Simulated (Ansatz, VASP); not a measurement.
One calculation of Al14Cu, two programs

```xyz
15
Lattice="4.2330 2.4439 0.0000 -4.2330 2.4439 0.0000 0.0000 0.0000 21.2167" Properties=species:S:1:pos:R:3 pbc="T T T"
Al    0.0000    0.0000    5.9684
Al   -1.4110    2.4439    5.9672
Al    1.4110    2.4439    5.9672
Al   -2.8196    3.2600    8.3183
Al    0.0000    3.2558    8.3183
Al   -1.4134    0.8160    8.3183
Al   -1.3857    4.0879   10.6633
Al   -2.8474    1.6439   10.6633
Al    0.0000    1.6000   10.6633
Al   -1.4110    2.4439   12.9276
Al    1.4110    2.4439   12.9276
Al   -2.8563    3.2388   15.1731
Al    0.0000    3.2982   15.1731
Al   -1.3767    0.7948   15.1731
Cu    0.0000    0.0000   12.9027
```

The cell was built by a generator and needn't be a form met in nature.

Alike in both runs: functional r2SCAN; k mesh 6 × 6 × 1; occupations methfessel-paxton of order 1, width 0.1 eV; no spin polarisation.

Ansatz relaxed the structure, and its values are those at the end. VASP's run is a single point on that final structure, the one shown.

```csv
,VASP,Ansatz
version,VASP 6.6.1,Ansatz 0.2.0
potentials or method,"VASP PAW PBE potentials, release 64 (Al, Cu)","scalar-relativistic, plane waves, PAW"
plane-wave cutoff (eV),520,500
valence electrons in the cell,53,61
```

VASP gave:

* gap on the k mesh at the Fermi level (eV): none
* rms of the force components (eV/Å): 0.022

Which values does Ansatz return?

gap on the k mesh at the Fermi level (eV): none; rms of the force components (eV/Å): 0.023.

A gap of «none» marks a metal or a gap that the smearing closes. The two sets of potentials don't hold the same shells in valence. Ansatz warned: «structure_snapped_to_symmetry».

Caveats: the PAW data sets were made with another functional, which shifts forces and pressure a little (VASP).
